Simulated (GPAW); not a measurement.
## Cr: band structure with r2SCAN

The system is Cr.

```
CELL_PARAMETERS angstrom
-1.48445 1.48445 1.48445
1.48445 -1.48445 1.48445
1.48445 1.48445 -1.48445
ATOMIC_POSITIONS crystal
Cr 0.00000 0.00000 0.00000
```

```yaml
Program: GPAW 26.7.0
Task: band structure
Functional: r2SCAN
Potentials_or_basis: GPAW PAW data sets (gpaw-data 1.2.1)
Cutoff: 600 eV
Basis: pw
k_mesh: 10 × 10 × 10
Occupations: fermi-dirac, width 0.05 eV
Spin: collinear spin, ferromagnetic start
Starting_moments: "[3.0] μB"
Maxiter: 150
Band_path: GHNGPH,PN
Band_points: 80
```

```yaml
Pressure: -29.5 GPa
Band_gap_along_the_path: none (metal or under the smearing width)
Net_moment: 0.00 μB per cell
```

Levels at the corners of the path, in eV from the Fermi level:
Spin up:
```
point  band 1  band 2  band 3  band 4  band 5  band 6
    Γ   -7.78   -0.86   -0.86   -0.86    1.17    1.17
    H   -3.59   -3.59    2.00    2.00    2.00    8.67
    N   -3.96   -2.18    0.80    1.07    1.43    2.33
    Γ   -7.78   -0.86   -0.86   -0.86    1.17    1.17
    P   -2.17   -2.17   -2.17    1.49    1.49    8.70
    H   -3.59   -3.59    2.00    2.00    2.00    8.67
    P   -2.17   -2.17   -2.17    1.49    1.49    8.70
    N   -3.96   -2.18    0.80    1.07    1.43    2.33
```
Spin down:
```csv
point,band 1,band 2,band 3,band 4,band 5,band 6
Γ,-7.78,-0.86,-0.86,-0.86,1.17,1.17
H,-3.59,-3.59,2.00,2.00,2.00,8.67
N,-3.96,-2.18,0.80,1.07,1.43,2.33
Γ,-7.78,-0.86,-0.86,-0.86,1.17,1.17
P,-2.17,-2.17,-2.17,1.48,1.48,8.70
H,-3.59,-3.59,2.00,2.00,2.00,8.67
P,-2.17,-2.17,-2.17,1.48,1.48,8.70
N,-3.96,-2.18,0.80,1.07,1.43,2.33
```

It took 78 s on 1 thread of Arm Neoverse V1 (shared host), peak memory 0.24 GiB.

Caveat: the starting moments collapsed, and a magnetic state may lie lower; a pressure of tens of GPa on the cell as given is suspect, and the run, the potentials or the cell itself is likely at fault; the PAW data sets were made with another functional, which shifts forces and pressure a little.
